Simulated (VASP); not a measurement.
# Tl (P6_3/mmc) in VASP: notebook

The runs below take Tl through single point, with PBEsol.

All numbers are computed with VASP 6.6.1; they aren't measurements. Logs are shortened: lines on timing, memory, paths and dates and some standing lists are left out, and cuts for length are marked.

## Step 1: The crystal as given

Symmetry: P6_3/mmc, No. 194, hexagonal system. The conventional cell has a = 3.456 Å, b = 3.456 Å, c = 5.525 Å, α = 90.00°, β = 90.00°, γ = 120.00°. Tl (site symmetry -6m2) has 12 Tl at 3.41 to 3.46 Å as nearest neighbours.

## Step 2: Single point, PBEsol

INCAR reads:

```
PREC = Accurate ; ENCUT = 450
EDIFF = 1E-6 ; ISMEAR = 1
SIGMA = 0.02 ; LREAL = F
LASPH = T ; NELM = 100
ALGO = Normal ; ISIF = 2
LWAVE = F ; LCHARG = F
GGA = PS ; NBANDS = 20
ADDGRID = F
```

KPOINTS reads:

```
Automatic mesh
0
Gamma
  10 10 5
```

POSCAR reads:

```
Tl
1.0
    3.4560000000      0.0000000000      0.0000000000
   -1.7280000000      2.9929837955      0.0000000000
    0.0000000000      0.0000000000      5.5250000000
Tl
2
Direct
    0.6666666667      0.3333333333      0.7500000000
    0.3333333333      0.6666666667      0.2500000000
```

Potentials or basis: VASP PAW PBE potentials, release 64 (Tl_d).

The run is started by

```console
cat potpaw_PBE.64/Tl_d/POTCAR > POTCAR
mpirun -np 1 vasp_std > vasp.out
```

OUTCAR:

```text
PREC = Accurate
   ENCUT = 450
   EDIFF = 1E-6
   ISMEAR = 1
   LREAL = F
   LASPH = T
   NELM = 100
   ISIF = 2
   GGA = PS

 Found     42 irreducible k-points:

 Following reciprocal coordinates:
            Coordinates               Weight
  0.000000  0.000000  0.000000      1.000000
  0.100000 -0.000000  0.000000      6.000000
  0.200000 -0.000000  0.000000      6.000000
  0.300000 -0.000000  0.000000      6.000000
  0.400000  0.000000  0.000000      6.000000
  0.500000  0.000000  0.000000      3.000000
   k-points           NKPTS =     42   k-points in BZ     NKDIM =     42   number of bands    NBANDS=     20
   number of dos      NEDOS =    301   number of ions     NIONS =      2
   total plane-waves  NPLWV =  23040
   dimension x,y,z NGX =    24 NGY =   24 NGZ =   40
   dimension x,y,z NGXF=    48 NGYF=   48 NGZF=   80
   ions per type =               2
   NGX,Y,Z   is equivalent  to a cutoff of  11.54, 11.54, 12.04 a.u.
   NGXF,Y,Z  is equivalent  to a cutoff of  23.09, 23.09, 24.07 a.u.
 SYSTEM =  unknown system
   PREC   = accura    normal or accurate (medium, high low for compatibility)
   ISTART =      0    job   : 0-new  1-cont  2-samecut
   ICHARG =      2    charge: 1-file 2-atom 10-const
   ISPIN  =      1    spin polarized calculation?
   LNONCOLLINEAR =      F non collinear calculations
   LSORBIT =      F    spin-orbit coupling
   LASPH  =      T    aspherical Exc in radial PAW
   ENCUT  =  450.0 eV  33.07 Ry    5.75 a.u.   5.98  5.98  9.56*2*pi/ulx,y,z
   NELM   =    100;   NELMIN=  2; NELMDL= -5     # of ELM steps
   EDIFF  = 0.1E-05   stopping-criterion for ELM
   LREAL  =      F    real-space projection
   EDIFFG = 0.1E-04   stopping-criterion for IOM
   NSW    =      0    number of steps for IOM
   IBRION =     -1    ionic relax: 0-MD 1-quasi-New 2-CG
   NFREE  =      0    steps in history (QN), initial steepest desc. (CG)
   ISIF   =      2    stress and relaxation
   ISYM   =      2    0-nonsym 1-usesym 2-fastsym
   POTIM  = 0.5000    time-step for ionic-motion
   TEBEG  =    0.0;   TEEND  =   0.0 temperature during run
   PSTRESS=    0.0 pullay stress
   NELECT =      26.0000    total number of electrons
   NUPDOWN=      -1.0000    fix difference up-down
   EMIN   =  10.00;   EMAX   =-10.00  energy-range for DOS
   EFERMI =   0.00;   METHOD = LEGACY
   ISMEAR =     1;   SIGMA  =   0.02  broadening in eV -4-tet -1-fermi 0-gaus
   EFERMI_NEDOS =   21; number of points for ismear=-14 and -15
   IALGO  =     38    algorithm
   IMIX   =      4    mixing-type and parameters
     AMIX     =   0.40;   BMIX     =  1.00
     AMIX_MAG =   1.60;   BMIX_MAG =  1.00
  volume/ion in A,a.u.               =      28.57       192.83
  Fermi-wavevector in a.u.,A,eV,Ry     =   1.259107  2.379366 21.569987  1.585349
  Thomas-Fermi vector in A             =   2.392683
   LORBIT       =      0    0 simple, 1 ext, 2 COOP (PROOUT), +10 PAW based schemes
   GGA     = PS    functional components
   LHFCALC =     F    Hartree Fock is set to
   AEXX    =    0.0000 exact exchange contribution
   IVDW    =     0    specifies the selected vdW correction
   LEPSILON=     F    determine dielectric tensor
   LRPA    =     F    only Hartree local field effects (RPA)
 non-spin polarized calculation
 Methfessel and Paxton  Order N= 1 SIGMA  =   0.02
  energy-cutoff  :      450.00
  volume of cell :       57.15
 maximum number of plane-waves:      1257
 NGX is ok and might be reduce to    24
   NGX = 11   NGY = 11   NGZ = 19

 number of electron      25.9999996 magnetization

 Free energy of the ion-electron system (eV)
  ---------------------------------------------------
  ext. energy  EPLUGINS =         0.00000000
  ---------------------------------------------------
  free energy    TOTEN  =        -5.24323848 eV

  energy without entropy =       -5.24320831  energy(sigma->0) =       -5.24322843

 E-fermi :   6.3164     XC(G=0): -10.3690

 val. band max:        6.3012632367   @ k =   0.2000   0.2000   0.2000
 cond. band min:       6.3278240965   @ k =   0.2000   0.1000   0.2000
 fundamental gap:      0.0265608599
 Fermi energy:         6.3164077001

 k-point     1 :       0.0000    0.0000    0.0000
  band No.  band energies     occupation
      1      -5.3528      2.00000
      2      -5.1173      2.00000
      3      -5.0948      2.00000
      4      -5.0948      2.00000
      5      -5.0406      2.00000
      6      -5.0406      2.00000
[... 12 lines left out ...]
     19      17.2001      0.00000
     20      17.3068      0.00000

 k-point     2 :       0.1000   -0.0000    0.0000
  band No.  band energies     occupation
      1      -5.3207      2.00000
      2      -5.1525      2.00000
      3      -5.0544      2.00000
      4      -5.0521      2.00000
      5      -5.0385      2.00000
      6      -5.0044      2.00000
[... 12 lines left out ...]
     19      17.1692      0.00000
     20      18.0372      0.00000

 k-point     3 :       0.2000   -0.0000    0.0000
  band No.  band energies     occupation
      1      -5.3135      2.00000
      2      -5.1495      2.00000
      3      -5.0792      2.00000
      4      -5.0630      2.00000
      5      -5.0456      2.00000
      6      -4.9504      2.00000
[... 12 lines left out ...]
     19      16.5227      0.00000
     20      17.8819      0.00000

 k-point     4 :       0.3000   -0.0000    0.0000
  band No.  band energies     occupation
      1      -5.3825      2.00000
      2      -5.1871      2.00000
      3      -5.1724      2.00000
      4      -5.0977      2.00000
      5      -5.0017      2.00000
      6      -4.8555      2.00000
[... 12 lines left out ...]
     19      15.5952      0.00000
     20      16.9425      0.00000

 k-point     5 :       0.4000    0.0000    0.0000
  band No.  band energies     occupation
      1      -5.4457      2.00000
      2      -5.2811      2.00000
      3      -5.2194      2.00000
      4      -5.1367      2.00000
      5      -4.9359      2.00000
      6      -4.9078      2.00000
[... 12 lines left out ...]
     19      14.8721      0.00000
     20      16.3606      0.00000

 k-point     6 :       0.5000    0.0000    0.0000
  band No.  band energies     occupation
      1      -5.4699      2.00000
      2      -5.3174      2.00000
      3      -5.2389      2.00000
      4      -5.1510      2.00000
      5      -4.9254      2.00000
      6      -4.9121      2.00000
[... 12 lines left out ...]
     19      14.6105      0.00000
     20      16.1648      0.00000

 [... further k-points ...]
[... 5 lines left out ...]
  --------------------------------------------------------------------------------------
  -------------------------------------------------------------------------------------
  Total        0.1585715      0.1585715     -0.0645885      0.0000000      0.0000000      0.0000000
  in kB        4.4455479      4.4455479     -1.8107384      0.0000000      0.0000000      0.0000000
  external PRESSURE =       2.3601192 kB  Pullay stress =       0.0000000 kB

 VOLUME and BASIS-vectors are now :
 -----------------------------------------------------------------------------
  energy-cutoff  :      450.00
  volume of cell :       57.15
      direct lattice vectors                 reciprocal lattice vectors
     3.456000000  0.000000000  0.000000000     0.289351852  0.167057370  0.000000000
    -1.728000000  2.992983795  0.000000000     0.000000000  0.334114739  0.000000000
     0.000000000  0.000000000  5.525000000     0.000000000  0.000000000  0.180995475

 POSITION                                       TOTAL-FORCE (eV/Angst)
 -----------------------------------------------------------------------------------
      1.72800      0.99766      4.14375        -0.000000     -0.000000      0.000000
     -0.00000      1.99532      1.38125         0.000000      0.000000      0.000000
 -----------------------------------------------------------------------------------
    total drift:                               -0.000000      0.000000     -0.000000

  FREE ENERGIE OF THE ION-ELECTRON SYSTEM (eV)
  ---------------------------------------------------
  free  energy   TOTEN  =        -5.2432384827 eV

  energy  without entropy=       -5.2432083131  energy(sigma->0) =       -5.24322843
```

Run time: 12 s. Hardware: 1 thread of Intel Xeon Platinum 8488C (Sapphire Rapids), shared host; peak memory 0.17 GiB.

The run converged, but some of its settings lie outside the range that counts as converged, so its numbers aren't taken as properties of the crystal.

Results:

```
Free energy            : -5.2432 eV
Pressure               : 0.2 GPa
Band gap on the k mesh : none (metal or under the smearing width)
```

Caveat: the PAW data sets were made with another functional, which shifts forces and pressure a little.

## Step 3: Single point, PBEsol

INCAR reads:

```
PREC = Low ; ENCUT = 450
EDIFF = 1E-6 ; ISMEAR = 1
SIGMA = 0.1 ; LREAL = F
LASPH = T ; NELM = 100
ALGO = Normal ; ISIF = 2
LWAVE = F ; LCHARG = F
GGA = PS ; NBANDS = 20
ADDGRID = F
```

KPOINTS is that of step 2.

POSCAR is that of step 2.

Potentials or basis: VASP PAW PBE potentials, release 64 (Tl_d).

The run is started by

```console
cat potpaw_PBE.64/Tl_d/POTCAR > POTCAR
mpirun -np 1 vasp_std > vasp.out
```

It took 9.3 s on 1 thread of Intel Xeon Platinum 8488C (Sapphire Rapids), shared host; peak memory 0.12 GiB.

These settings aren't checked as converged: the numbers below hold their error.

What came out:

```
Free energy            : -5.2433 eV
Pressure               : 0.2 GPa
Band gap on the k mesh : none (metal or under the smearing width)
```

Caveat: the PAW data sets were made with another functional, which shifts forces and pressure a little.

## Step 4: Single point, PBEsol

INCAR, as its differences from that of step 3:

```diff
@@ -1,2 +1,2 @@
-PREC = Low ; ENCUT = 450
+PREC = Normal ; ENCUT = 450
 EDIFF = 1E-6 ; ISMEAR = 1
```

KPOINTS is that of step 3.

POSCAR is that of step 3.

The run is started by

```console
cat potpaw_PBE.64/Tl_d/POTCAR > POTCAR
mpirun -np 1 vasp_std > vasp.out
```

Wall time 10 s (1 thread of Intel Xeon Platinum 8488C (Sapphire Rapids), shared host); peak memory 0.14 GiB.

The run converged, but some of its settings lie outside the range that counts as converged, so its numbers aren't taken as properties of the crystal.

What came out:

* Free energy: -5.2440 eV
* Pressure: 0.2 GPa
* Band gap on the k mesh: none (metal or under the smearing width)

Caveat: the PAW data sets were made with another functional, which shifts forces and pressure a little.

## Step 5: Single point, PBEsol

INCAR reads:

```
PREC = Accurate ; ENCUT = 450
EDIFF = 1E-6 ; ISMEAR = 1
SIGMA = 0.1 ; LREAL = Auto
LASPH = T ; NELM = 100
ALGO = Normal ; ISIF = 2
LWAVE = F ; LCHARG = F
GGA = PS ; NBANDS = 20
ADDGRID = F
```

KPOINTS is that of step 4.

POSCAR is that of step 4.

Potentials or basis: VASP PAW PBE potentials, release 64 (Tl_d).

The run is started by

```console
cat potpaw_PBE.64/Tl_d/POTCAR > POTCAR
mpirun -np 1 vasp_std > vasp.out
```

OUTCAR:

```text
PREC = Accurate
   ENCUT = 450
   EDIFF = 1E-6
   ISMEAR = 1
   LREAL = Auto
   LASPH = T
   NELM = 100
   ISIF = 2
   GGA = PS

 Found     42 irreducible k-points:

 Following reciprocal coordinates:
            Coordinates               Weight
  0.000000  0.000000  0.000000      1.000000
  0.100000 -0.000000  0.000000      6.000000
  0.200000 -0.000000  0.000000      6.000000
  0.300000 -0.000000  0.000000      6.000000
  0.400000  0.000000  0.000000      6.000000
  0.500000  0.000000  0.000000      3.000000
   k-points           NKPTS =     42   k-points in BZ     NKDIM =     42   number of bands    NBANDS=     20
   number of dos      NEDOS =    301   number of ions     NIONS =      2
   total plane-waves  NPLWV =  23040
   dimension x,y,z NGX =    24 NGY =   24 NGZ =   40
   dimension x,y,z NGXF=    48 NGYF=   48 NGZF=   80
   ions per type =               2
   NGX,Y,Z   is equivalent  to a cutoff of  11.54, 11.54, 12.04 a.u.
   NGXF,Y,Z  is equivalent  to a cutoff of  23.09, 23.09, 24.07 a.u.
 SYSTEM =  unknown system
   PREC   = accura    normal or accurate (medium, high low for compatibility)
   ISTART =      0    job   : 0-new  1-cont  2-samecut
[... 49 lines left out ...]
  ---------------------------------------------------
  ext. energy  EPLUGINS =         0.00000000
  ---------------------------------------------------
  free energy    TOTEN  =        -5.24434786 eV

  energy without entropy =       -5.24336015  energy(sigma->0) =       -5.24401862

 E-fermi :   6.2956     XC(G=0): -10.3693

 val. band max:        6.2204921308   @ k =   0.3000   0.2000   0.4000
 cond. band min:       6.3014604286   @ k =   0.2000   0.2000   0.2000
 fundamental gap:      0.0809682978
 Fermi energy:         6.2955539994

 k-point     1 :       0.0000    0.0000    0.0000
  band No.  band energies     occupation
      1      -5.3533      2.00000
      2      -5.1171      2.00000
      3      -5.0972      2.00000
      4      -5.0972      2.00000
      5      -5.0430      2.00000
      6      -5.0430      2.00000
[... 127 lines left out ...]
     19      14.6088      0.00000
     20      16.1654      0.00000

 [... further k-points ...]
[... 5 lines left out ...]
  --------------------------------------------------------------------------------------
  -------------------------------------------------------------------------------------
  Total        0.0731583      0.0731583      0.0704386      0.0000000     -0.0000000      0.0000000
  in kB        2.0509916      2.0509916      1.9747433      0.0000000     -0.0000000      0.0000000
  external PRESSURE =       2.0255755 kB  Pullay stress =       0.0000000 kB

 VOLUME and BASIS-vectors are now :
 -----------------------------------------------------------------------------
  energy-cutoff  :      450.00
  volume of cell :       57.15
      direct lattice vectors                 reciprocal lattice vectors
     3.456000000  0.000000000  0.000000000     0.289351852  0.167057370  0.000000000
    -1.728000000  2.992983795  0.000000000     0.000000000  0.334114739  0.000000000
     0.000000000  0.000000000  5.525000000     0.000000000  0.000000000  0.180995475

 POSITION                                       TOTAL-FORCE (eV/Angst)
 -----------------------------------------------------------------------------------
      1.72800      0.99766      4.14375         0.000000     -0.000000      0.000000
     -0.00000      1.99532      1.38125        -0.000000      0.000000      0.000000
 -----------------------------------------------------------------------------------
    total drift:                               -0.000000      0.000000     -0.000000

  FREE ENERGIE OF THE ION-ELECTRON SYSTEM (eV)
  ---------------------------------------------------
  free  energy   TOTEN  =        -5.2443478596 eV

  energy  without entropy=       -5.2433601492  energy(sigma->0) =       -5.24401862
```

stdout:

```text
POSCAR found type information on POSCAR Tl
 POSCAR found :  1 types and       2 ions
 scaLAPACK will be used
 -----------------------------------------------------------------------------
|                                                                             |
|                                                                             |
|     You have a (more or less) 'small supercell' and for smaller cells       |
|     it is recommended to use the reciprocal-space projection scheme!        |
|     The real-space optimization is not efficient for small cells and it     |
|     is also less accurate ...                                               |
|     Therefore, set LREAL=.FALSE. in the INCAR file.                         |
|                                                                             |
 -----------------------------------------------------------------------------

 -----------------------------------------------------------------------------
|                                                                             |
|                                                                             |
|     You enforced a specific xc type in the INCAR file but a different       |
|     I HOPE YOU KNOW WHAT YOU ARE DOING!                                     |
|                                                                             |
 -----------------------------------------------------------------------------

 LDA part: xc-table for (Slater+PW92), standard interpolation
 POSCAR, INCAR and KPOINTS ok, starting setup
 FFT: planning ... GRIDC
 FFT: planning ... GRID_SOFT
 FFT: planning ... GRID
 WAVECAR not read
 entering main loop
```

Run time: 21 s. Hardware: 1 thread of Intel Xeon Platinum 8488C (Sapphire Rapids), shared host; peak memory 0.16 GiB.

The run converged, but some of its settings lie outside the range that counts as converged, so its numbers aren't taken as properties of the crystal.

Results:

```yaml
Free_energy: -5.2443 eV
Pressure: 0.2 GPa
Band_gap_on_the_k_mesh: none (metal or under the smearing width)
```

Caveat: the PAW data sets were made with another functional, which shifts forces and pressure a little.

## Step 6: Single point, PBEsol

INCAR reads:

```
PREC = Accurate ; ENCUT = 450
EDIFF = 0.01 ; ISMEAR = 1
SIGMA = 0.1 ; LREAL = F
LASPH = T ; NELM = 100
ALGO = Normal ; ISIF = 2
LWAVE = F ; LCHARG = F
GGA = PS ; NBANDS = 20
ADDGRID = F
```

KPOINTS is that of step 5.

POSCAR is that of step 5.

Potentials or basis: VASP PAW PBE potentials, release 64 (Tl_d).

The run is started by

```console
cat potpaw_PBE.64/Tl_d/POTCAR > POTCAR
mpirun -np 1 vasp_std > vasp.out
```

It took 8.3 s on 1 thread of Intel Xeon Platinum 8488C (Sapphire Rapids), shared host; peak memory 0.17 GiB.

These settings aren't checked as converged: the numbers below hold their error.

What came out:

| Quantity | Value |
| --- | --- |
| Free energy | -5.2441 eV |
| Pressure | 0.1 GPa |
| Band gap on the k mesh | none (metal or under the smearing width) |

Caveat: the PAW data sets were made with another functional, which shifts forces and pressure a little.

## Step 7: The reference run

An earlier run on the cell as given: functional PBE; potentials or basis VASP PAW PBE potentials, release 64 (Tl_d); cutoff 520 eV; k mesh 9 × 9 × 5; occupations fermi-dirac, width 0.05 eV; no spin polarisation.

- Pressure: 3.4 GPa
- Band gap on the k mesh: none (metal or under the smearing width)
